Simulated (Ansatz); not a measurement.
Space group P4/mmm (No. 123). a = 3.967 Å, b = 3.967 Å, c = 2.791 Å, α = 90.00°, β = 90.00°, γ = 90.00°
```json
{"atom": "Fe", "site": "1c", "symmetry": "4/mmm", "x": "0.5000", "y": "0.5000", "z": "0.0000"}
{"atom": "Fe", "site": "2e", "symmetry": "mmm.", "x": "0.5000", "y": "0.0000", "z": "0.5000"}
{"atom": "Co", "site": "1a", "symmetry": "4/mmm", "x": "0.0000", "y": "0.0000", "z": "0.0000"}
```

Equation of state of this Fe₃Co structure (not necessarily the ground state), with shape and atoms relaxed at each volume where symmetry leaves them free. It has no gap at any of these volumes. Level of theory: DFT PBEsol, scalar-relativistic, plane waves, PAW in Ansatz 0.2.0.

Settings: cutoff 420 eV, Γ-centred mesh 10×10×16 on the computed 4-atom cell, Gaussian smearing of 0.10 eV; collinear spin.

```tsv
V (Å³/atom)	E − E(largest V) (meV/atom)	P (GPa)
9.665	77.07	37.00
9.995	12.66	25.52
10.324	-29.62	15.58
10.654	-52.86	7.09
10.983	-59.83	0.00
11.313	-53.54	-5.79
11.642	-36.59	-10.63
12.081	0.00	-16.08
```

Task: Fit a third-order Birch–Murnaghan equation to E(V).

Result: V0 = 10.99 Å³/atom, B0 = 213 GPa, B0' = 5.1.

Only parallel moments were tried here.